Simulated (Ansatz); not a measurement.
# SiO2: tests of the settings

One table from this session's results is given with a row withheld; the runs are named, their logs left out.

Computed with Ansatz 0.2.0 (DFT PBE, scalar-relativistic, plane waves, PAW for the base; runs at other levels say so in their headings and inputs, unless a step's input says otherwise).

1 further run of the same task is left out (set aside as unsound or not needed). Runs told in other sessions of the task aren't counted.

**The structure to begin with**

It takes space group I-42d (No. 122, tetragonal). The conventional cell has a = 4.748 Å, b = 4.748 Å, c = 7.488 Å, α = 90.00°, β = 90.00°, γ = 90.00°. Around Si (site symmetry -4) lie 4 O at 1.62 Å. O (site symmetry 2) is surrounded by 2 Si at 1.62 Å.

As a file:

```xyz
6
Lattice="-2.3740 2.3740 3.7440 2.3740 -2.3740 3.7440 2.3740 2.3740 -3.7440" Properties=species:S:1:pos:R:3 pbc="T T T"
Si    0.0000    0.0000    0.0000
Si    0.0000    2.3740    1.8720
O     1.1870    2.9599    2.8080
O     0.5858    1.1870    0.9360
O    -1.1870    1.7882    2.8080
O    -0.5858    3.5611    0.9360
```

Source of the structure: the Crystallography Open Database. It is taken as it stands there.

**The base input**

input.yaml

```yaml
crystal:
  lattice:
    - [-2.37405, 2.37405, 3.744]
    - [2.37405, -2.37405, 3.744]
    - [2.37405, 2.37405, -3.744]
  atoms:
    - { symbol: Si, position: [0.0, 0.0, 0.0] }
    - { symbol: Si, position: [0.75, 0.25, 0.5] }
    - { symbol: O, position: [0.99838, 0.625, 0.87338] }
    - { symbol: O, position: [0.375, 0.24838, 0.37338] }
    - { symbol: O, position: [0.75162, 0.125, 0.12662] }
    - { symbol: O, position: [0.875, 0.00162, 0.62662] }
basis:
  ecutwfc: 420
kpoints:
  mp_grid: { grid: [8, 8, 8] }
hamiltonian:
  xc: pbe
scf:
  occupations: { method: gaussian, width: 0.02 }
output:
  forces: true
  stress: true
  eigenvalues: true
  populations: true
  write_density: true
  write_potential: true
  elf: true
  volumetric_format: npy
```

Its results, from an earlier run: -591.3541 eV/atom at zero smearing, pressure 3.52 GPa, largest force 0.131 eV/Å, gap on the mesh 6.04 eV, in 6 SCF cycles and 17 s.

The first run:

input.yaml

```yaml
crystal:
  lattice:
    - [-2.37405, 2.37405, 3.744]
    - [2.37405, -2.37405, 3.744]
    - [2.37405, 2.37405, -3.744]
  atoms:
    - { symbol: Si, position: [0.0, 0.0, 0.0] }
    - { symbol: Si, position: [0.75, 0.25, 0.5] }
    - { symbol: O, position: [0.99838, 0.625, 0.87338] }
    - { symbol: O, position: [0.375, 0.24838, 0.37338] }
    - { symbol: O, position: [0.75162, 0.125, 0.12662] }
    - { symbol: O, position: [0.875, 0.00162, 0.62662] }
basis:
  ecutwfc: 420
kpoints:
  mp_grid: { grid: [8, 8, 8] }
hamiltonian:
  xc: lda
scf:
  occupations: { method: gaussian, width: 0.02 }
output:
  forces: true
  stress: true
  eigenvalues: true
relax:
  adjacent_minimum: "off"
  f_tol: 0.01
  max_steps: 60
  cell: { stress_tol: 0.05 }
```

Started as:

```console
$ ansatz run input.yaml --threads 1 --pin off --max-ram 2560MiB --backend cpu --events-out ev --progress --plain --runs-dir out
```

Among the steps run: Relaxing with functional LDA; Relaxing with functional PBEsol; Relaxation, functional: PBE; Relaxation, functional: r2SCAN.

One of the session's tables, all rows but one given; the rest of the session is left out.

It belongs to the step «What the functional of a full relaxation changes». 

```
functional  a (Å)  c (Å)  volume (Å³/atom)  gap on the mesh (eV)
       LDA  4.924  7.287             14.73                  5.77
    PBEsol  4.980  7.338             15.16                  5.82
       PBE  5.027  7.379             15.54                  5.73
    r2SCAN      ?      ?                 ?                     ?
```

Q: Estimate the row for r2SCAN from the others.

**Answer.** a (Å): 4.947; c (Å): 7.313; volume (Å³/atom): 14.91; gap on the mesh (eV): 6.56. In the column «a (Å)» it lies between LDA (4.924) and PBEsol (4.980).
